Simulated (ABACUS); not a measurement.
BN:

```
CELL_PARAMETERS angstrom
0.00000 1.81300 1.81300
1.81300 0.00000 1.81300
1.81300 1.81300 0.00000
ATOMIC_POSITIONS crystal
N 0.25000 0.25000 0.25000
B 0.00000 0.00000 0.00000
```

The cell is a database's computed one.

Program: ABACUS 3.10.1. Alike in all runs: task single point; no spin polarisation; cell as given; smearing fermi-dirac 0.05 eV.

Q: Order these runs on this cell by their pressure, lowest first.
A. level LDA; potentials or basis PseudoDojo NC SR 0.4.1 LDA stringent, DZP LCAO (the cutoffs set its grid); k mesh 12 × 12 × 12; cutoff (eV) 1361; SCF threshold on the density 1e-07; eigensolver genelpa
B. level WC; potentials or basis GBRV ultrasoft 1.5 PBEsol, plane waves; k mesh 10 × 10 × 10; cutoff (eV) 544; SCF threshold on the density 1e-08; eigensolver dav
C. level BP86; potentials or basis PseudoDojo NC SR 0.5 PBE stringent, plane waves; k mesh 10 × 10 × 10; cutoff (eV) 1143; SCF threshold on the density 1e-08; eigensolver dav
D. level PBE; potentials or basis GBRV ultrasoft 1.5 PBE, plane waves; k mesh 10 × 10 × 10; cutoff (eV) 544; SCF threshold on the density 1e-08; eigensolver dav

A: A (-12.4 GPa), B (-5.3 GPa), D (-0.5 GPa), C (1.7 GPa).

Caveats: the potentials were made for another functional, which shifts forces and pressure (some runs); the atomic orbitals were generated for these runs and aren't a published set (some runs); the basis of atomic orbitals isn't converged, which shifts pressures, moduli and gaps (some runs).
